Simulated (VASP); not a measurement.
# Si (Fd-3m) in VASP: notebook

The runs below take Si through single point, relaxation of cell and atoms, with LDA.

All numbers are computed with VASP 6.6.1; they aren't measurements. Logs are shortened: lines on timing, memory, paths and dates and some standing lists are left out, and cuts for length are marked.

## 1. The crystal as given

Symmetry: Fd-3m, No. 227, cubic system. The conventional cell has a = 5.402 Å, b = 5.402 Å, c = 5.402 Å, α = 90.00°, β = 90.00°, γ = 90.00°. Si (site symmetry -43m) has 4 Si at 2.34 Å as nearest neighbours.

## 2. Single point, LDA

Input file INCAR:

```
PREC = Accurate ; ENCUT = 520
EDIFF = 1E-6 ; ISMEAR = 0
SIGMA = 0.02 ; LREAL = F
LASPH = T ; NELM = 100
ALGO = Normal ; ISIF = 2
LWAVE = F ; LCHARG = T
GGA = CA ; LELF = T
LVHAR = T ; NBANDS = 11
```

Input file KPOINTS:

```
Automatic mesh
0
Gamma
  12 12 12
```

Input file POSCAR:

```
Si
1.0
    0.0000000000      2.7009713491      2.7009713491
    2.7009713491      0.0000000000      2.7009713491
    2.7009713491      2.7009713491      0.0000000000
Si
2
Direct
    0.0000000000      0.0000000000      0.0000000000
    0.2500000000      0.2500000000      0.2500000000
```

Potentials or basis: VASP PAW LDA potentials, release 64 (Si).

Run with:

```sh
$ cat potpaw_LDA.64/Si/POTCAR > POTCAR
$ mpirun -np 1 vasp_std > vasp.out
```

OUTCAR:

```text
PREC = Accurate
   ENCUT = 520
   EDIFF = 1E-6
   ISMEAR = 0
   LREAL = F
   LASPH = T
   NELM = 100
   ISIF = 2
   GGA = CA

 ion  position               nearest neighbor table
   1  0.000  0.000  0.000-   2 2.34   2 2.34   2 2.34   2 2.34
   2  0.250  0.250  0.250-   1 2.34   1 2.34   1 2.34   1 2.34

  LATTYP: Found a face centered cubic cell.
 ALAT       =     5.4019426982

  Lattice vectors:

 A1 = (   0.0000000000,   2.7009713491,   2.7009713491)
 A2 = (   2.7009713491,   0.0000000000,   2.7009713491)
 A3 = (   2.7009713491,   2.7009713491,   0.0000000000)

Analysis of symmetry for initial positions (statically):
=====================================================================
 Subroutine PRICEL returns:
 Original cell was already a primitive cell.

 Routine SETGRP: Setting up the symmetry group for a
 face centered cubic supercell.

 Subroutine GETGRP returns: Found 48 space group operations
 (whereof 24 operations were pure point group operations)
 out of a pool of 48 trial point group operations.

The static configuration has the point symmetry T_d .
 The point group associated with its full space group is O_h .

Analysis of symmetry for dynamics (positions and initial velocities):
=====================================================================
 Subroutine PRICEL returns:
 Original cell was already a primitive cell.

 Routine SETGRP: Setting up the symmetry group for a
 face centered cubic supercell.

 Subroutine GETGRP returns: Found 48 space group operations
 (whereof 24 operations were pure point group operations)
 out of a pool of 48 trial point group operations.

The dynamic configuration has the point symmetry T_d .
 The point group associated with its full space group is O_h .

 Subroutine INISYM returns: Found 48 space group operations
 (whereof 24 operations are pure point group operations),
 and found     1 'primitive' translations

----------------------------------------------------------------------------------------

                                     Primitive cell

  volume of cell :      39.4085

  direct lattice vectors                    reciprocal lattice vectors
     0.000000000  2.700971349  2.700971349    -0.185118587  0.185118587  0.185118587
     2.700971349  0.000000000  2.700971349     0.185118587 -0.185118587  0.185118587
     2.700971349  2.700971349  0.000000000     0.185118587  0.185118587 -0.185118587

  length of vectors
     3.819750313  3.819750313  3.819750313     0.320634798  0.320634798  0.320634798

  position of ions in fractional coordinates (direct lattice)
     0.000000000  0.000000000  0.000000000
     0.250000000  0.250000000  0.250000000

  ion indices of the primitive-cell ions
   primitive index   ion index
                 1           1
                 2           2

----------------------------------------------------------------------------------------

 KPOINTS: Automatic mesh

Automatic generation of k-mesh.
 Grid dimensions read from file:
 generate k-points for:   12   12   12

 Generating k-lattice:

  Cartesian coordinates                     Fractional coordinates (reciprocal lattice)
    -0.015426549  0.015426549  0.015426549     0.083333333  0.000000000  0.000000000
     0.015426549 -0.015426549  0.015426549     0.000000000  0.083333333  0.000000000
     0.015426549  0.015426549 -0.015426549     0.000000000  0.000000000  0.083333333

  Length of vectors
     0.026719567  0.026719567  0.026719567

  Shift w.r.t. Gamma in fractional coordinates (k-lattice)
     0.000000000  0.000000000  0.000000000

 Subroutine IBZKPT returns following result:
 ===========================================

 Found     72 irreducible k-points:

 Following reciprocal coordinates:
            Coordinates               Weight
  0.000000  0.000000  0.000000      1.000000
  0.083333  0.000000  0.000000      8.000000
  0.166667  0.000000  0.000000      8.000000
  0.250000  0.000000  0.000000      8.000000
  0.333333  0.000000  0.000000      8.000000
  0.416667  0.000000  0.000000      8.000000
[... 16 lines left out ...]
  0.500000  0.166667  0.000000     24.000000
 -0.416667  0.166667  0.000000     24.000000
 [... further k-points ...]
   k-points           NKPTS =     72   k-points in BZ     NKDIM =     72   number of bands    NBANDS=     11
   number of dos      NEDOS =    301   number of ions     NIONS =      2
   total plane-waves  NPLWV =  21952
   dimension x,y,z NGX =    28 NGY =   28 NGZ =   28
   dimension x,y,z NGXF=    56 NGYF=   56 NGZF=   56
   ions per type =               2
   NGX,Y,Z   is equivalent  to a cutoff of  12.19, 12.19, 12.19 a.u.
   NGXF,Y,Z  is equivalent  to a cutoff of  24.37, 24.37, 24.37 a.u.
 SYSTEM =  unknown system
   PREC   = accura    normal or accurate (medium, high low for compatibility)
   ISTART =      0    job   : 0-new  1-cont  2-samecut
   ICHARG =      2    charge: 1-file 2-atom 10-const
   ISPIN  =      1    spin polarized calculation?
   LNONCOLLINEAR =      F non collinear calculations
   LSORBIT =      F    spin-orbit coupling
   LASPH  =      T    aspherical Exc in radial PAW
   ENCUT  =  520.0 eV  38.22 Ry    6.18 a.u.   7.10  7.10  7.10*2*pi/ulx,y,z
   NELM   =    100;   NELMIN=  2; NELMDL= -5     # of ELM steps
   EDIFF  = 0.1E-05   stopping-criterion for ELM
   LREAL  =      F    real-space projection
   EDIFFG = 0.1E-04   stopping-criterion for IOM
   NSW    =      0    number of steps for IOM
   IBRION =     -1    ionic relax: 0-MD 1-quasi-New 2-CG
   NFREE  =      0    steps in history (QN), initial steepest desc. (CG)
   ISIF   =      2    stress and relaxation
   ISYM   =      2    0-nonsym 1-usesym 2-fastsym
   POTIM  = 0.5000    time-step for ionic-motion
   TEBEG  =    0.0;   TEEND  =   0.0 temperature during run
   PSTRESS=    0.0 pullay stress
   NELECT =       8.0000    total number of electrons
   NUPDOWN=      -1.0000    fix difference up-down
   EMIN   =  10.00;   EMAX   =-10.00  energy-range for DOS
   EFERMI =   0.00;   METHOD = LEGACY
   ISMEAR =     0;   SIGMA  =   0.02  broadening in eV -4-tet -1-fermi 0-gaus
   EFERMI_NEDOS =   21; number of points for ismear=-14 and -15
   IALGO  =     38    algorithm
   IMIX   =      4    mixing-type and parameters
     AMIX     =   0.40;   BMIX     =  1.00
     AMIX_MAG =   1.60;   BMIX_MAG =  1.00
  volume/ion in A,a.u.               =      19.70       132.97
  Fermi-wavevector in a.u.,A,eV,Ry     =   0.962147  1.818195 12.595284  0.925727
  Thomas-Fermi vector in A             =   2.091581
   LORBIT       =      0    0 simple, 1 ext, 2 COOP (PROOUT), +10 PAW based schemes
   GGA     = CA    functional components
   LHFCALC =     F    Hartree Fock is set to
   AEXX    =    0.0000 exact exchange contribution
   IVDW    =     0    specifies the selected vdW correction
   LEPSILON=     F    determine dielectric tensor
   LRPA    =     F    only Hartree local field effects (RPA)
 non-spin polarized calculation
 Gauss-broadening in eV      SIGMA  =   0.02
  energy-cutoff  :      520.00
  volume of cell :       39.41
 maximum number of plane-waves:      1074
   NGX = 15   NGY = 15   NGZ = 15

 number of electron       8.0000001 magnetization

 Free energy of the ion-electron system (eV)
  ---------------------------------------------------
  ext. energy  EPLUGINS =         0.00000000
  ---------------------------------------------------
  free energy    TOTEN  =       -11.91974442 eV

  energy without entropy =      -11.91974442  energy(sigma->0) =      -11.91974442

 E-fermi :   6.0934     XC(G=0):  -9.6658

 val. band max:        5.9331335616   @ k =   0.0000   0.0000   0.0000
 cond. band min:       6.3752271751   @ k =   0.4167   0.4167   0.0000
 fundamental gap:      0.4420936134
 Fermi energy:         6.0933931007

 k-point     1 :       0.0000    0.0000    0.0000
  band No.  band energies     occupation
      1      -6.1334      2.00000
      2       5.9331      2.00000
      3       5.9331      2.00000
      4       5.9331      2.00000
      5       8.4642      0.00000
      6       8.4642      0.00000
      7       8.4642      0.00000
      8       9.3254      0.00000
      9      13.6693      0.00000
     10      13.6693      0.00000
     11      13.6788      0.00000

 k-point     2 :       0.0833    0.0000    0.0000
  band No.  band energies     occupation
      1      -6.0411      2.00000
      2       5.0642      2.00000
      3       5.7866      2.00000
      4       5.7866      2.00000
      5       8.5101      0.00000
      6       8.6791      0.00000
      7       8.6791      0.00000
      8       9.9809      0.00000
      9      13.3829      0.00000
     10      13.3829      0.00000
     11      14.0779      0.00000

 k-point     3 :       0.1667    0.0000    0.0000
  band No.  band energies     occupation
      1      -5.7671      2.00000
      2       3.5254      2.00000
      3       5.4757      2.00000
      4       5.4757      2.00000
      5       8.2467      0.00000
      6       9.1191      0.00000
      7       9.1191      0.00000
      8      11.3901      0.00000
      9      12.9965      0.00000
     10      12.9965      0.00000
     11      14.8476      0.00000
[... 267 lines left out ...]
 k-point    23 :       0.5000    0.1667    0.0000
  band No.  band energies     occupation
      1      -3.5976      2.00000
      2      -0.7467      2.00000
      3       3.1069      2.00000
      4       4.1323      2.00000
      5       7.8888      0.00000
      6      10.0078      0.00000
      7      10.5201      0.00000
      8      12.3087      0.00000
      9      15.2527      0.00000
     10      16.4134      0.00000
     11      17.6665      0.00000

 k-point    24 :      -0.4167    0.1667    0.0000
  band No.  band energies     occupation
      1      -3.4789      2.00000
      2      -0.9115      2.00000
      3       2.8879      2.00000
      4       4.3205      2.00000
      5       8.0416      0.00000
      6       9.9521      0.00000
      7      10.2904      0.00000
      8      13.8668      0.00000
      9      14.4241      0.00000
     10      14.7072      0.00000
     11      17.0302      0.00000

 [... further k-points ...]

------------------------ aborting loop because EDIFF is reached ----------------------------------------

  FORCE on cell =-STRESS in cart. coord.  units (eV):
  Direction    XX          YY          ZZ          XY          YZ          ZX
  --------------------------------------------------------------------------------------
  -------------------------------------------------------------------------------------
  Total        0.0116995      0.0116995      0.0116995     -0.0000000      0.0000000      0.0000000
  in kB        0.4756518      0.4756518      0.4756518     -0.0000000      0.0000000      0.0000000
  external PRESSURE =       0.4756518 kB  Pullay stress =       0.0000000 kB

 VOLUME and BASIS-vectors are now :
 -----------------------------------------------------------------------------
  energy-cutoff  :      520.00
  volume of cell :       39.41
      direct lattice vectors                 reciprocal lattice vectors
     0.000000000  2.700971349  2.700971349    -0.185118587  0.185118587  0.185118587
     2.700971349  0.000000000  2.700971349     0.185118587 -0.185118587  0.185118587
     2.700971349  2.700971349  0.000000000     0.185118587  0.185118587 -0.185118587

 POSITION                                       TOTAL-FORCE (eV/Angst)
 -----------------------------------------------------------------------------------
      0.00000      0.00000      0.00000         0.000000      0.000000      0.000000
      1.35049      1.35049      1.35049        -0.000000     -0.000000     -0.000000
 -----------------------------------------------------------------------------------
    total drift:                                0.000000      0.000000     -0.000000

  FREE ENERGIE OF THE ION-ELECTRON SYSTEM (eV)
  ---------------------------------------------------
  free  energy   TOTEN  =       -11.9197444190 eV

  energy  without entropy=      -11.9197444190  energy(sigma->0) =      -11.91974442
```

Wall time 14 s (1 thread of Intel Xeon Platinum 8375C at 2.90GHz (Ice Lake), shared host); peak memory 0.14 GiB.

What came out:

```yaml
Free_energy: -11.9197 eV
Pressure: 0.0 GPa
Band_gap_on_the_k_mesh: 0.44 eV, indirect (least direct gap 2.53 eV)
```

Levels at points of the mesh, in eV from the valence-band top:
```
           k point  band 1  band 2  band 3  band 4  band 5  band 6  band 7  band 8
(0.00, 0.00, 0.00)  -12.07    0.00    0.00    0.00    2.53    2.53    2.53    3.39
(0.50, 0.00, 0.00)   -9.69   -7.06   -1.21   -1.21    1.49    3.29    3.29    7.54
(0.50, 0.50, 0.00)   -7.86   -7.86   -2.89   -2.89    0.57    0.57   10.11   10.11
```

[end of part 1 of 2]
